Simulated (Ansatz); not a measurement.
A nudged elastic band was laid between two geometries of a periodic cell of 17 atoms, Si (host Si, host structure diamond, interstitial Si).

Method: DFT PBEsol, scalar-relativistic, plane waves, PAW in Ansatz. Settings: cutoff 420 eV, k mesh 2x2x2, fermi-dirac smearing 0.05 eV, no spin polarisation.

```yaml
movable_images: 5
climbing_image: yes
spring: 2.0 to 10.0 eV/Å², energy-weighted
optimiser: quadratic models (default)
start_path: IDPP
force_threshold: 0.05 eV/Å
iteration_limit: 22
end_points: relaxed
```

First end point:

```xyz
17
Lattice="0.0000 5.4300 5.4300 5.4300 0.0000 5.4300 5.4300 5.4300 0.0000" Properties=species:S:1:pos:R:3
Si 0.005 0.006 0.003
Si 1.339 1.340 1.338
Si 2.718 2.719 -0.033
Si 4.100 4.101 1.333
Si 2.718 -0.032 2.716
Si 4.099 1.335 4.097
Si 5.466 2.717 2.714
Si 6.784 4.079 4.078
Si -0.032 2.718 2.716
Si 1.335 4.100 4.097
Si 2.717 5.466 2.714
Si 4.079 6.785 4.078
Si 2.716 2.717 5.463
Si 4.079 4.079 6.783
Si 5.431 5.431 5.430
Si 6.783 6.783 6.781
Si 2.720 2.721 2.718
```

Last end point:

Only the atoms that move by more than 0.05 Å are listed.
```
Si17 1.357 4.074 1.365
```

Q: What changes between the two ends?

A: Contacts lost: Si6–Si17. Contacts made: Si15–Si17. The atom that moves furthest is Si17, by 2.35 Å.

Q: Give the energies along the band, and the barrier.

A: The forces met the threshold. The highest image is number 3 of 0 to 6, 0.31 eV above the ends, which have the same energy within 2 meV. The order of the stationary point at the top wasn't checked. Limits of this set-up: coarse k mesh.

```
image  path coordinate (Å)  energy (eV)  Si6–Si17 (Å)  Si15–Si17 (Å)
    0                 0.00         0.00          2.39           4.69
    1                 0.72         0.16          2.47           4.10
    2                 1.23         0.27          2.68           3.62
    3                 1.69         0.31          3.13           3.14
    4                 2.14         0.27          3.61           2.68
    5                 2.65         0.17          4.10           2.47
    6                 3.37         0.00          4.70           2.39
```

Q: What is the geometry of the highest image?

A: 
```xyz
17
Lattice="0.0000 5.4300 5.4300 5.4300 0.0000 5.4300 5.4300 5.4300 0.0000" Properties=species:S:1:pos:R:3
Si -0.213 0.216 -0.212
Si 1.262 1.256 1.263
Si 2.812 2.620 -0.101
Si 4.178 4.170 1.263
Si 2.647 -0.016 2.649
Si 3.846 1.588 3.848
Si 5.451 2.787 2.649
Si 6.858 4.006 4.057
Si -0.103 2.620 2.813
Si 1.262 4.170 4.178
Si 2.812 5.534 2.813
Si 4.287 6.574 4.288
Si 2.647 2.787 5.452
Si 4.055 4.006 6.860
Si 5.659 5.205 5.660
Si 6.858 6.809 6.860
Si 2.038 3.394 2.040
```

The band took 6 iterations and roughly 3 core-minutes.

The run took 3.3 min on 1 thread of Arm Neoverse V2, with other jobs on the host, peak memory 0.78 GiB.
